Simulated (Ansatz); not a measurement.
Input for Ansatz (plane-wave DFT, PAW):

```yaml
crystal:
  lattice:
    - [1.813e-05, 1.7914262881, 1.805803386]
    - [1.796774641, -0.0037710421, 1.8095925581]
    - [1.8004187731, 1.7988595922, -0.0074151741]
  atoms:
    - { symbol: B, position: [0.0040761147, -0.0105129561, 0.0111527793] }
    - { symbol: "N", position: [0.7459238853, 0.7605129561, 0.7388472207] }
basis:
  ecutwfc: 420
kpoints:
  mp_grid: { grid: [12, 12, 12] }
hamiltonian:
  xc: pbesol
scf:
  occupations: { method: gaussian, width: 0.02 }
output:
  forces: true
  stress: true
  eigenvalues: true
  populations: true
```

Command:
```bash
ansatz run input.yaml --threads 1 --pin off --max-ram 1331MiB --backend cpu --events-out ev --progress --plain --runs-dir out
```

All numbers below come from DFT PBEsol, scalar-relativistic, plane waves, PAW (Ansatz 0.2.0).

Part of what the program printed, abridged:

```
Pseudopotentials: kind: paw
Pseudopotential: B, paw, valence charge 3, recommended cutoff 420 eV (normal)
Pseudopotential: N, paw, valence charge 5, recommended cutoff 420 eV (normal)
Functional definition: PBEsol
Crystal: 2 atoms, lattice volume = 11.709 Å³
Basis set: ecut = 420 eV, 259 PW (Γ), exchange–correlation on 36×36×36 points (8 copies of the dense FFT grid, shifted against one another)
Bands: 8, of which v1, the nominal top of the filled ones, is band 4 counted from 1 (3 counted from 0)
Symmetry: 1 space group operations
Space group: P1 (ITA 1), of the structure as read, at distance tolerance 2.3e-5 Å
k-points: 868 of 1728 (time reversal used)
Initial density: superposition of atomic densities (neutral atoms: chi_scale 0, normalization atom), corrected by the library's trained network
Initial wavefunctions: pseudopotential atomic-orbital guess
Functional: x = pbesol(κ = 0.804, μ = 0.12345679), c = pbesol(β = 0.046)
SCF iter   1: F=—  HF=-533.794106 eV  |F-HF|=—  |Δ(HF+E_count)|=         —  Δρ=9.17e-3  dr2=7.48e-3  ethr=1.77e-3  ⟨swp⟩=4.6  Hψ=44327  notcnv=0
SCF iter   2: F=—  HF=-533.791853 eV  |F-HF|=—  |Δ(HF+E_count)|=   2.25e-3  Δρ=2.58e-3  dr2=5.89e-4  ethr=9.35e-5  ⟨swp⟩=2.3  Hψ=18001  notcnv=0
SCF iter   3: F=—  HF=-533.791683 eV  |F-HF|=—  |Δ(HF+E_count)|=   1.71e-4  Δρ=8.67e-4  dr2=5.97e-5  ethr=7.36e-6  ⟨swp⟩=3.0  Hψ=11834  notcnv=0
SCF iter   4: F=—  HF=-533.791672 eV  |F-HF|=—  |Δ(HF+E_count)|=   1.06e-5  Δρ=1.58e-4  dr2=1.48e-6  ethr=7.46e-7  ⟨swp⟩=2.0  Hψ=10415  notcnv=0
SCF iter   5: F=-533.791672 eV  HF=-533.791672 eV  |F-HF|=3.57e-9  |Δ(HF+E_count)|=   2.46e-7  Δρ=1.10e-5  dr2=4.89e-9  ethr=1.85e-8  ⟨swp⟩=2.0  Hψ=10393  notcnv=0
SCF iter   6: F=-533.791672 eV  HF=-533.791672 eV  |F-HF|=4.62e-11  |Δ(HF+E_count)|=   4.11e-9  Δρ=1.00e-6  dr2=2.47e-11  ethr=6.11e-11  ⟨swp⟩=1.2  Hψ=22251  notcnv=0
SCF 1 converged in 6 iterations: F = -533.791672 eV  dr2 = 2.47e-11
SCF converged after 6 iterations
Free energy (F): -533.791672 eV
Harris-Foulkes:  -533.791672 eV  (|F-HF|=4.62e-11)
Internal energy: -533.791672 eV  (E = F + TS)
E sigma→0 (E₀):  -533.791672 eV
Fermi energy:    13.624228 eV
--- Per-component energies (eV) ---
  E_band       = 26.664045
  E_kinetic    = 185.528583
  E_local      = -173.738219  (includes V_loc(G=0)·N_el)
  E_nonlocal   = 56.822315
  E_hartree    = 48.267351
  E_xc         = -92.799600
  E_vxc        = -115.855644  (∫ρ·V_xc dr)
  E_paw        = -198.608244  (= ΣΔE_a)
  E_vpaw       = -22.627803  (= ΣTr[D̂ρ^β])
  E_aug_tail   = 0.000100  (compensation charges beyond the density's cutoff)
  E_ewald      = -359.306767
  E_core_change = 0.042810  (= ΣΔE_core)
  E_smearing   =  0.000000  (= −TS)
--- Forces (eV/Å), atoms counted from 1 ---
  atom   1  B     -0.15931708    -1.33611638     0.56049580
  atom   2  N      0.15931741     1.33611851    -0.56049676
--- Stress (GPa, compression-positive) ---
        2.749667      -0.371606      -0.850531
       -0.371596       2.816196       2.033554
       -0.850535       2.033555      -1.652620
  P = ⅓ Tr σ = 1.3044 GPa (13.044 kbar)
--- Band table (eV; the first three rows and the last of 868) ---
  k-point 0: bands = ["-9.0789", "10.6753", "11.3386", "11.7626", "19.7108", "20.0789", "20.5357", "21.6567"]
  k-point 1: bands = ["-8.9100", "9.8608", "11.1058", "11.5628", "19.9810", "20.3180", "20.7215", "22.3051"]
  k-point 2: bands = ["-8.4097", "7.8674", "10.6071", "11.0868", "20.5116", "20.7783", "21.3777", "23.6844"]
  k-point 867: bands = ["-4.7359", "0.4739", "8.7566", "9.7487", "20.9084", "21.6164", "22.6318", "26.3095"]
--- Löwdin populations: 2 sites ---
  site symbol q [e]
     0      B      2.7032
     1      N      5.2695
  spilling = 0.003411 (of n_electrons = 8.000000)
```

The run converged.